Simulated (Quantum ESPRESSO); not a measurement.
Ta:

```
Ta
1.0
    -1.65128    1.65128    1.65128
     1.65128   -1.65128    1.65128
     1.65128    1.65128   -1.65128
Ta
1
Cartesian
  0.0000 0.0000 0.0000
```

```yaml
Program: Quantum ESPRESSO 7.5
Task: phonons and electron-phonon coupling
Functional: PBE
Potentials_or_basis: SPMS 1.0 PBE
Cutoff: 707 eV
Density_cutoff: 2830 eV
k_mesh: 12 × 12 × 12
Occupations: methfessel-paxton, width 0.272 eV
Spin: no spin polarisation
Mixing_beta: 0.5
Most_SCF_iterations: 120
SCF_threshold: 2e-10 Ry
q_mesh: 4 × 4 × 4
```

The cell and the atoms were relaxed first, to 18.24 Å³/atom (a = 2.872 Å, b = 2.872 Å, c = 2.872 Å, α = 109.47°, β = 109.47°, γ = 109.47°), and the response was taken there.

Levels for the coupling come from a 36 × 36 × 36 mesh; ten broadenings of the double delta from 0.07 to 0.68 eV; Tc from the McMillan formula in the Allen-Dynes form.

Q: How strong is the electron-phonon coupling, and what superconducting temperature follows?

A: Over broadenings from 0.27 to 0.54 eV, λ lies between 1.00 and 1.10 and ω_log near 129 K, which gives Tc from 9.0 to 10.4 K at μ* = 0.10 and from 7.7 to 9.1 K at μ* = 0.13.

Electron-phonon coupling by broadening of the double delta (levels on a 36 × 36 × 36 mesh):
```csv
broadening (eV),λ,N(E_F) (states/eV a spin and cell),ω_log (K),"Tc, μ* 0.10 (K)","Tc, μ* 0.13 (K)"
0.07,1.01,0.639,123,8.7,7.5
0.14,1.07,0.655,128,9.8,8.6
0.20,1.10,0.668,129,10.3,9.0
0.27,1.10,0.671,129,10.4,9.1
0.34,1.09,0.665,129,10.2,8.9
0.41,1.06,0.653,129,9.8,8.5
0.48,1.03,0.639,129,9.4,8.2
0.54,1.00,0.624,129,9.0,7.7
0.61,0.97,0.609,129,8.6,7.3
0.68,0.95,0.594,129,8.2,7.0
```

Eliashberg function at a broadening of 0.27 eV:
| cm⁻¹ | α²F |
| --- | --- |
| 4 | 0.000 |
| 12 | 0.004 |
| 21 | 0.016 |
| 29 | 0.031 |
| 37 | 0.058 |
| 45 | 0.090 |
| 54 | 0.130 |
| 62 | 0.176 |
| 70 | 0.248 |
| 78 | 0.396 |
| 87 | 0.878 |
| 95 | 0.480 |
| 103 | 0.400 |
| 111 | 0.435 |
| 120 | 0.483 |
| 128 | 0.788 |
| 136 | 1.865 |
| 144 | 0.182 |
| 153 | 0.084 |
| 161 | 0.015 |

Coupling and linewidth of each mode at the computed q points (broadening 0.27 eV):
| q | cm⁻¹ | λ of the modes | linewidths (GHz) |
| --- | --- | --- | --- |
| (0.00, 0.00, 0.25) | 58 74 108 | 0.43 0.22 0.30 | 11 9 27 |
| (0.00, 0.00, -0.50) | 87 132 140 | 0.38 0.62 0.13 | 23 84 20 |
| (0.00, 0.25, 0.25) | 88 96 141 | 0.39 0.43 0.23 | 24 31 35 |
| (0.25, 0.25, 0.25) | 118 118 118 | 0.50 0.48 0.48 | 54 53 53 |
| (0.25, 0.25, -0.25) | 101 101 139 | 0.36 0.36 0.27 | 29 29 41 |
| (0.25, -0.50, -0.50) | 106 133 151 | 0.48 0.36 0.09 | 42 49 17 |
| (-0.50, -0.50, -0.50) | 162 162 162 | 0.12 0.12 0.12 | 24 25 24 |

The smallest broadenings aren't converged on these meshes, and μ* is assumed, not computed; spin fluctuations are left out.

Caveat: λ from interpolated matrix elements is rough: modes that symmetry makes equal can differ by tens of percent.
